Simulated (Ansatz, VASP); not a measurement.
One calculation of Sr, two programs

```
Sr
1.0
     4.32432    0.00000    0.00000
    -2.16216    3.74497    0.00000
     0.00000    0.00000    7.07342
Sr
2
Direct
  0.33333 0.66667 0.25000
  0.66667 0.33333 0.75000
```

Change from the starting cell: volume scaled by 1.01, crystal datasets.

Alike in both runs: task electric field gradients; functional LDA; k mesh 10 × 10 × 5; occupations fermi-dirac, width 0.08 eV; no spin polarisation.

|  | VASP | Ansatz |
| --- | --- | --- |
| version | VASP 6.6.1 | Ansatz 0.2.0 |
| potentials or method | VASP PAW LDA potentials, release 64 (Sr_sv), cutoff 520 eV | all-electron PAW with datasets made for the crystal, scalar-relativistic |

```tsv
	VASP	Ansatz	Ansatz less VASP
pressure (GPa)	-1.6	-1.6	+0.01
Vzz of the field gradient on the site that differs most (V/Å²)	-2.6	-2.8	-0.22
```

Ansatz ran all-electron here, so the differences hold the error of VASP's frozen core and of both bases. Ansatz warned: «gradients_without_spin_orbit».
